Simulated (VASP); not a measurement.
# Ru in VASP: further runs

Runs on Ru. Level: LDA. Tasks: single point, relaxation of the atoms.

All numbers are computed with VASP 6.6.1; they aren't measurements. Logs are shortened: lines on timing, memory, paths and dates and some standing lists are left out, and cuts for length are marked.

### Step 1. The structure

The cell holds a slab with vacuum, 7 atoms: a = 2.675 Å, b = 2.675 Å, c = 27.705 Å, α = 90.00°, β = 90.00°, γ = 120.00°.

The slab is cut from a database's or a generator's crystal, which needn't be the stable form of the element.

### Step 2. Single point, LDA

File INCAR:

```
SYSTEM = Ru
ALGO = Normal
DIPOL = 0.5 0.5 0.500
EDIFF = 1E-7
ENCUT = 520
ICORELEVEL = 1
IDIPOL = 3
ISIF = 2
ISMEAR = 1
KPAR = 4
LASPH = .TRUE.
LCHARG = .FALSE.
LDIPOL = .TRUE.
LREAL = .FALSE.
LVACPOTAV = .TRUE.
LVHAR = .TRUE.
LWAVE = .FALSE.
NELM = 80
PREC = Accurate
SIGMA = 0.1
```

File KPOINTS:

```
k-points
0
G
  15 15 1
  0 0 0
```

File POSCAR:

```
Ru
1.0
    2.6745381300      0.0000000000      0.0000000000
   -1.3372689400      2.3162178900      0.0000000000
    0.0000000000      0.0000000000     27.7052700000
Ru
7
Direct
    0.3333330000      0.6666660000      0.2707066200
    0.6666670000      0.3333340000      0.3471377500
    0.3333330000      0.6666660000      0.4235688700
    0.6666670000      0.3333340000      0.5000000000
    0.3333330000      0.6666660000      0.5764311300
    0.6666670000      0.3333340000      0.6528622500
    0.3333330000      0.6666660000      0.7292933800
```

Potentials or basis: VASP PAW LDA potentials, release 64 (Ru_pv).

Command:

```
$ cat potpaw_LDA.64/Ru_pv/POTCAR > POTCAR
$ mpirun -np 4 vasp_std > vasp.out
```

OUTCAR:

```text
SYSTEM = Ru
   EDIFF = 1E-7
   ENCUT = 520
   ISIF = 2
   ISMEAR = 1
   LASPH = .TRUE.
   LREAL = .FALSE.
   NELM = 80
   PREC = Accurate

 ion  position               nearest neighbor table
   1  0.333  0.667  0.271-   2 2.62   2 2.62   2 2.62
   2  0.667  0.333  0.347-   3 2.62   3 2.62   1 2.62   1 2.62   3 2.62   1 2.62
   3  0.333  0.667  0.424-   2 2.62   2 2.62   4 2.62   4 2.62   2 2.62   4 2.62
   4  0.667  0.333  0.500-   3 2.62   5 2.62   3 2.62   5 2.62   3 2.62   5 2.62
   5  0.333  0.667  0.576-   6 2.62   6 2.62   4 2.62   4 2.62   6 2.62   4 2.62
   6  0.667  0.333  0.653-   5 2.62   5 2.62   7 2.62   7 2.62   5 2.62   7 2.62
   7  0.333  0.667  0.729-   6 2.62   6 2.62   6 2.62

  LATTYP: Found a hexagonal cell.
 ALAT       =     2.6745381300
 C/A-ratio  =    10.3588988653

  Lattice vectors:

 A1 = (   2.6745381300,   0.0000000000,   0.0000000000)
 A2 = (  -1.3372689400,   2.3162178900,   0.0000000000)
 A3 = (   0.0000000000,   0.0000000000,  27.7052700000)

Analysis of symmetry for initial positions (statically):
=====================================================================
 Subroutine PRICEL returns:
 Original cell was already a primitive cell.

 Routine SETGRP: Setting up the symmetry group for a
 hexagonal supercell.

 Subroutine GETGRP returns: Found 12 space group operations
 (whereof 12 operations were pure point group operations)
 out of a pool of 24 trial point group operations.

The static configuration has the point symmetry D_3h.

Analysis of symmetry for dynamics (positions and initial velocities):
=====================================================================
 Subroutine PRICEL returns:
 Original cell was already a primitive cell.

 Routine SETGRP: Setting up the symmetry group for a
 hexagonal supercell.

 Subroutine GETGRP returns: Found 12 space group operations
 (whereof 12 operations were pure point group operations)
 out of a pool of 24 trial point group operations.

The dynamic configuration has the point symmetry D_3h.

 Subroutine INISYM returns: Found 12 space group operations
 (whereof 12 operations are pure point group operations),
 and found     1 'primitive' translations

----------------------------------------------------------------------------------------

                                     Primitive cell

  volume of cell :     171.6290

  direct lattice vectors                    reciprocal lattice vectors
[... 124 lines left out ...]
   AEXX    =    0.0000 exact exchange contribution
   IVDW    =     0    specifies the selected vdW correction
   LEPSILON=     F    determine dielectric tensor
   LRPA    =     F    only Hartree local field effects (RPA)
 non-spin polarized calculation
 Methfessel and Paxton  Order N= 1 SIGMA  =   0.10
  energy-cutoff  :      520.00
  volume of cell :      171.63
 maximum number of plane-waves:      4701
 NGX is ok and might be reduce to    20
   NGX =  9   NGY =  9   NGZ =103

 number of electron      97.9999990 magnetization

 dipolmoment           0.000000      0.000000     -0.000000 electrons x Angstroem

 Free energy of the ion-electron system (eV)
  ---------------------------------------------------
  ext. energy  EPLUGINS =         0.00000000
  ---------------------------------------------------
  free energy    TOTEN  =       -72.32018569 eV

  energy without entropy =      -72.31591973  energy(sigma->0) =      -72.31876370

 the core state eigenenergies are
   1-  1s -21805.3097  2s  -3132.4714  2p  -2809.4272  3s   -544.5157  3p   -437.9185
       3d   -265.2604  4s    -67.6417
   2-  1s -21805.6355  2s  -3132.8776  2p  -2809.8251  3s   -544.9298  3p   -438.3324
       3d   -265.6782  4s    -68.0840
   3-  1s -21805.4748  2s  -3132.7182  2p  -2809.6652  3s   -544.7828  3p   -438.1853
       3d   -265.5300  4s    -67.9644
   4-  1s -21805.4562  2s  -3132.6997  2p  -2809.6466  3s   -544.7657  3p   -438.1682
       3d   -265.5127  4s    -67.9500
   5-  1s -21805.4748  2s  -3132.7182  2p  -2809.6652  3s   -544.7828  3p   -438.1853
       3d   -265.5300  4s    -67.9644
   6-  1s -21805.6355  2s  -3132.8776  2p  -2809.8251  3s   -544.9298  3p   -438.3324
       3d   -265.6782  4s    -68.0840
   7-  1s -21805.3097  2s  -3132.4714  2p  -2809.4272  3s   -544.5157  3p   -437.9185
       3d   -265.2604  4s    -67.6417

 E-fermi :   4.6362     XC(G=0):  -8.5991

 val. band max:        4.6303947655   @ k =   0.0667   0.0667   0.0000
 cond. band min:       4.6399647641   @ k =   0.2667   0.2000   0.0000
 fundamental gap:      0.0095699986
 Fermi energy:         4.6361768671

 k-point     1 :       0.0000    0.0000    0.0000
  band No.  band energies     occupation
      1     -38.9214      2.00000
      2     -38.7843      2.00000
      3     -38.5050      2.00000
      4     -38.1840      2.00000
      5     -37.9441      2.00000
      6     -37.9441      2.00000
[... 267 lines left out ...]
     30       0.4099      2.00000
     31       0.6010      2.00000

------------------------ aborting loop because EDIFF is reached ----------------------------------------

  FORCE on cell =-STRESS in cart. coord.  units (eV):
  Direction    XX          YY          ZZ          XY          YZ          ZX
  --------------------------------------------------------------------------------------
  -------------------------------------------------------------------------------------
  Total       -4.2602167     -4.2602164     -3.6785494     -0.0000002     -0.0000000      0.0000000
  in kB      -39.7696416    -39.7696390    -34.3397065     -0.0000021     -0.0000000      0.0000000
  external PRESSURE =     -37.9596624 kB  Pullay stress =       0.0000000 kB

 VOLUME and BASIS-vectors are now :
 -----------------------------------------------------------------------------
  energy-cutoff  :      520.00
  volume of cell :      171.63
      direct lattice vectors                 reciprocal lattice vectors
     2.674538130  0.000000000  0.000000000     0.373896333  0.215869135  0.000000000
    -1.337268940  2.316217890  0.000000000     0.000000000  0.431738311  0.000000000
     0.000000000  0.000000000 27.705270000     0.000000000  0.000000000  0.036094216

 POSITION                                       TOTAL-FORCE (eV/Angst)
 -----------------------------------------------------------------------------------
      0.00000      1.54414      7.50000         0.000000      0.000000      0.850873
      1.33727      0.77207      9.61755         0.000000     -0.000000     -0.735093
      0.00000      1.54414     11.73509        -0.000000     -0.000000     -0.237104
      1.33727      0.77207     13.85263         0.000000      0.000000      0.000000
      0.00000      1.54414     15.97018        -0.000000      0.000000      0.237104
      1.33727      0.77207     18.08772        -0.000000     -0.000000      0.735093
      0.00000      1.54414     20.20527         0.000000      0.000000     -0.850873
 -----------------------------------------------------------------------------------
    total drift:                               -0.000000      0.001434      0.000000

  FREE ENERGIE OF THE ION-ELECTRON SYSTEM (eV)
  ---------------------------------------------------
  free  energy   TOTEN  =       -72.3201856863 eV

  energy  without entropy=      -72.3159197326  energy(sigma->0) =      -72.31876370

 vacuum level on the upper side and lower side of the slab        10.109        10.109
```

OSZICAR:

```text
N       E                     dE             d eps       ncg     rms          rms(c)
DAV:   1     0.119854752833E+04    0.11985E+04   -0.62209E+04  3500   0.172E+03
DAV:   2    -0.341838837352E+02   -0.12327E+04   -0.11997E+04  3340   0.536E+02
DAV:   3    -0.756628854227E+02   -0.41479E+02   -0.39897E+02  4166   0.950E+01
[... 25 lines left out ...]
DAV:  29    -0.723201820568E+02   -0.26397E-05   -0.16762E-07  1934   0.222E-03    0.270E-03
DAV:  30    -0.723201843175E+02   -0.22607E-05   -0.99542E-08  1992   0.134E-03    0.141E-03
DAV:  31    -0.723201851985E+02   -0.88094E-06   -0.53035E-08  1768   0.112E-03    0.559E-04
DAV:  32    -0.723201855968E+02   -0.39836E-06   -0.19991E-08  1702   0.781E-04    0.130E-04
DAV:  33    -0.723201856863E+02   -0.89498E-07   -0.57705E-09  1674   0.278E-04
   1 F= -.72320186E+02 E0= -.72318764E+02  d E =-.426595E-02
```

stdout:

```text
POSCAR found type information on POSCAR Ru
 POSCAR found :  1 types and       7 ions
 scaLAPACK will be used
 LDA part: xc-table for (Slater(with rela. corr.)+CA(PZ))
 , standard interpolation
 POSCAR, INCAR and KPOINTS ok, starting setup
 FFT: planning ... GRIDC
 FFT: planning ... GRID_SOFT
 FFT: planning ... GRID
 WAVECAR not read
 entering main loop
 -----------------------------------------------------------------------------
|                                                                             |
|           W    W    AA    RRRRR   N    N  II  N    N   GGGG   !!!           |
|           W    W   A  A   R    R  NN   N  II  NN   N  G    G  !!!           |
|           W    W  A    A  R    R  N N  N  II  N N  N  G       !!!           |
|           W WW W  AAAAAA  RRRRR   N  N N  II  N  N N  G  GGG   !            |
|           WW  WW  A    A  R   R   N   NN  II  N   NN  G    G                |
|           W    W  A    A  R    R  N    N  II  N    N   GGGG   !!!           |
|                                                                             |
|     Did not find any points to average over, which means that no vacuum     |
|     field-free region was found. Please increase the size of  your cell     |
|     in the dimension of the dipole correction to obtain accurate            |
|     workfunction values.                                                    |
|                                                                             |
 -----------------------------------------------------------------------------
```

Run time: 3.8 min. Hardware: 4 MPI ranks of Intel Xeon Platinum 8488C (Sapphire Rapids), shared host; peak memory 0.33 GiB.

What came out:

- Free energy: -72.3202 eV
- Largest force: 0.851 eV/Å
- Band gap on the k mesh: none (metal or under the smearing width)
- Work function of the upper face: 5.47 eV
- Work function of the lower face: 5.47 eV

Forces in eV/Å, atoms in the order of the input:
```
Ru   0.000  0.000  0.851
Ru   0.000  0.000 -0.735
Ru   0.000  0.000 -0.237
Ru   0.000  0.000  0.000
Ru   0.000  0.000  0.237
Ru   0.000  0.000  0.735
Ru   0.000  0.000 -0.851
```

Core levels (eV, on the scale of the bands):
| atom | levels |
| --- | --- |
| 1 Ru | 1s -21805.3, 2s -3132.5, 2p -2809.4, 3s -544.5, 3p -437.9, 3d -265.3, 4s -67.6 |
| 2 Ru | 1s -21805.6, 2s -3132.9, 2p -2809.8, 3s -544.9, 3p -438.3, 3d -265.7, 4s -68.1 |
| 3 Ru | 1s -21805.5, 2s -3132.7, 2p -2809.7, 3s -544.8, 3p -438.2, 3d -265.5, 4s -68.0 |
| 4 Ru | 1s -21805.5, 2s -3132.7, 2p -2809.6, 3s -544.8, 3p -438.2, 3d -265.5, 4s -68.0 |
| 5 Ru | 1s -21805.5, 2s -3132.7, 2p -2809.7, 3s -544.8, 3p -438.2, 3d -265.5, 4s -68.0 |
| 6 Ru | 1s -21805.6, 2s -3132.9, 2p -2809.8, 3s -544.9, 3p -438.3, 3d -265.7, 4s -68.1 |

### Step 3. Relaxation of the atoms, LDA

File INCAR:

```
SYSTEM = Ru
ALGO = Normal ; DIPOL = 0.5 0.5 0.500
EDIFF = 1E-6 ; EDIFFG = -0.02
ENCUT = 520 ; IBRION = 2
IDIPOL = 3 ; ISIF = 2
ISMEAR = 1 ; KPAR = 4
LASPH = .True. ; LCHARG = .False.
LDIPOL = .True. ; LREAL = .False.
LWAVE = .False. ; NELM = 80
NSW = 80 ; PREC = Accurate
SIGMA = 0.1
```

File KPOINTS:

```
k-points
0
Gamma
  15 15 1
  0 0 0
```

POSCAR is that of step 2.

Potentials or basis: VASP PAW LDA potentials, release 64 (Ru_pv).

Command:

```
$ cat potpaw_LDA.64/Ru_pv/POTCAR > POTCAR
$ mpirun -np 4 vasp_std > vasp.out
```

Run time: 14 min. Hardware: 4 MPI ranks of Intel Xeon Platinum 8488C (Sapphire Rapids), shared host; peak memory 0.34 GiB.

The run converged. Its results:

| Quantity | Value |
| --- | --- |
| Free energy | -72.3949 eV |
| Energy gained by relaxing | 10.7 meV/atom |
| Ionic steps | 9 |
| Largest force after relaxing | 0.007 eV/Å |
| Band gap on the k mesh | none (metal or under the smearing width) |

Forces in eV/Å, atoms in the order of the input:
```
Ru   0.000  0.000 -0.006
Ru   0.000  0.000  0.007
Ru   0.000  0.000  0.001
Ru   0.000  0.000  0.000
Ru   0.000  0.000 -0.001
Ru   0.000  0.000 -0.007
Ru   0.000  0.000  0.006
```

The path:
```csv
step,energy change (eV),largest force (eV/Å),pressure (GPa)
1,0.0000,0.8509,-3.80
2,-0.0694,0.1348,-2.62
3,-0.0695,0.1313,-2.56
4,-0.0721,0.0649,-2.44
5,-0.0724,0.0615,-2.37
6,-0.0731,0.0520,-2.28
7,-0.0745,0.0221,-2.00
8,-0.0737,0.0404,-1.42
9,-0.0747,0.0071,-1.80
```

Final structure:
```
CELL_PARAMETERS angstrom
2.67454 0.00000 0.00000
-1.33727 2.31622 0.00000
0.00000 0.00000 27.70527
ATOMIC_POSITIONS crystal
Ru 0.33333 0.66667 0.27325
Ru 0.66667 0.33333 0.34670
Ru 0.33333 0.66667 0.42323
Ru 0.66667 0.33333 0.50000
Ru 0.33333 0.66667 0.57677
Ru 0.66667 0.33333 0.65330
Ru 0.33333 0.66667 0.72675
```

Levels at points of the mesh, in eV from the Fermi level:
```csv
k point,band 44,band 45,band 46,band 47,band 48,band 49,band 50,band 51,band 52,band 53
"(0.00, 0.00, 0.00)",-2.24,-2.06,-2.06,-1.74,-1.18,-1.18,-0.69,-0.69,-0.48,0.01
```

[end of part 1 of 2]
